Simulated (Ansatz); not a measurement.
**CrO2 under changes of volume**

One of the cells (9.502 Å³/atom); the others are scaled copies at fixed shape and fractional positions:

```xyz
6
Lattice="4.4210 0.0000 0.0000 0.0000 4.4210 0.0000 0.0000 0.0000 2.9170" Properties=species:S:1:pos:R:3 pbc="T T T"
Cr    2.2105    2.2105    1.4585
Cr    0.0000    0.0000    0.0000
O     3.5412    0.8798    1.4585
O     3.0903    3.0903    0.0000
O     0.8798    3.5412    1.4585
O     1.3307    1.3307    0.0000
```

```yaml
Program: Ansatz 0.2.0
Functional: PBE
Potentials_or_basis: Ansatz PAW
Cutoff: "420 eV (not typed: the program's choice for these potentials)"
k_mesh: 6 × 6 × 9
Occupations: fermi-dirac, width 0.05 eV
Spin: collinear spin, ferromagnetic start
Starting_moments: "[3.0, 3.0, 0.0, 0.0, 0.0, 0.0] μB"
```

```csv
volume (Å³/atom),energy over the lowest point (meV/atom),pressure (GPa),largest force (eV/Å)
8.932,?,?,?
9.122,18.59,13.7,0.196
9.312,5.96,7.7,0.238
9.502,0.00,2.4,0.277
9.692,0.07,-2.4,0.312
9.882,5.51,-6.7,0.344
10.072,15.78,-10.5,0.374
```

**Question.** What does the run at 8.932 Å³/atom give?

**Answer.** Energy over the lowest point 38.77 meV/atom; pressure 20.4 GPa; largest force 0.150 eV/Å.

Worked out: A Birch-Murnaghan fit of order 3 (a polynomial in V^(-2/3)) to the other rows has its minimum at 9.59 Å³/atom with B0 = V·E''(V) = 242 GPa and B' = 4.5 at fixed shape and positions, which overstates the stiffness. It gives 38.70 meV/atom at 8.932 Å³/atom, against the run's 38.77, and -dE/dV = 20.3 GPa, against 20.4.

Energies are extrapolated to zero smearing.

Caveats: only a ferromagnetic start was run, and an antiferromagnetic order may lie lower in energy.
